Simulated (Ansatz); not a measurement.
# Ag: squeezing one contact

An exercise on one series of results from a longer session: the logs are not shown, and one member is left open.

Method: DFT PBE, with the methods named in each step, in Ansatz 0.2.0.

2 further runs of the same task are left out: 2 that didn't finish.

## The starting structure

Symmetry: R-3m, No. 166, trigonal system. Conventional cell: a = 2.946 Å, b = 2.946 Å, c = 21.614 Å, α = 90.00°, β = 90.00°, γ = 120.00°. Ag (site symmetry -3m) is surrounded by 12 Ag at 2.94 to 2.95 Å. Ag (site symmetry 3m) is surrounded by 12 Ag at 2.94 to 2.95 Å.

As a file:

```cif
data_structure
_symmetry_space_group_name_H-M 'P 1'
_symmetry_Int_Tables_number 1
_cell_length_a 7.4027
_cell_length_b 7.4027
_cell_length_c 7.4027
_cell_angle_alpha 22.956
_cell_angle_beta 22.956
_cell_angle_gamma 22.956
_cell_volume 54.15
loop_
_atom_site_label
_atom_site_type_symbol
_atom_site_fract_x
_atom_site_fract_y
_atom_site_fract_z
_atom_site_occupancy
Ag1 Ag 0.00000 0.00000 0.00000 1
Ag2 Ag 0.77772 0.77772 0.77772 1
Ag3 Ag 0.22228 0.22228 0.22228 1
```

Atoms are numbered in the order of the input: Ag1, Ag2, Ag3.

Set-up of the first run:

Input file input.yaml:

```yaml
crystal:
  lattice:
    - [1.4730471633, 0.8504641762, 7.20465]
    - [-1.4730471633, 0.8504641762, 7.20465]
    - [0.0, -1.7009283525, 7.20465]
  atoms:
    - { symbol: Ag, position: [0.0, 0.0, 0.0] }
    - { symbol: Ag, position: [0.777719, 0.777719, 0.777719] }
    - { symbol: Ag, position: [0.222281, 0.222281, 0.222281] }
kpoints:
  mp_grid: { grid: [12, 12, 12] }
scf:
  occupations: { method: fermi_dirac, width: 0.05 }
hamiltonian:
  xc: pbe
  pseudopotentials: { kind: all_electron, lapw: { basis_error: 0.001 } }
output:
  forces: true
  stress: true
  eigenvalues: true
  populations: true
```

Started as:

```bash
ansatz run input.yaml --threads 1 --pin off --max-ram 3072MiB --backend cpu --events-out ev --progress --plain --runs-dir out
```

Steps of the session up to this table: The bond as given, LAPW; Shortest bond scaled by 1, norm-conserving; Shortest bond scaled by 1.1, LAPW; Shortest bond scaled by 0.94, LAPW; Shortest bond scaled by 0.58, norm-conserving.

One of the session's tables, all rows but one given; the rest of the session is left out.

| method | length (Å) | F from the given length (eV/cell) | force along the bond (eV/Å) | pressure (GPa) | largest force (eV/Å) |
| --- | --- | --- | --- | --- | --- |
| LAPW | 2.765 | 0.046 | 0.568 | -0.14 | 0.631 |
| LAPW | 2.942 | 0.000 | -0.001 | -0.79 | 0.002 |
| LAPW | 3.236 | 0.098 | -0.633 | 0.71 | 0.726 |
| PAW | 1.706 | 13.799 | 55.451 | 98.92 | 55.530 |
| PAW | 2.412 | 0.636 | 3.325 | 6.65 | 3.477 |
| PAW | 2.765 | 0.046 | 0.569 | -0.14 | 0.632 |
| PAW | 2.942 | 0.000 | -0.001 | -0.78 | 0.002 |
| PAW | 3.236 | ? | ? | ? | ? |
| PAW (cutoff 600 eV) | 1.706 | – | 55.413 | 98.86 | 55.492 |
| norm-conserving | 1.706 | 13.868 | 56.028 | 99.93 | 56.108 |
| norm-conserving | 2.942 | 0.000 | -0.001 | -0.76 | 0.002 |

Q: Estimate the row for PAW, 3.236 from the others.

**Answer.** F from the given length (eV/cell): 0.098; force along the bond (eV/Å): -0.634; pressure (GPa): 0.72; largest force (eV/Å): 0.728.

Caveats from the session: Warnings in the runs' records: gradients without spin orbit.
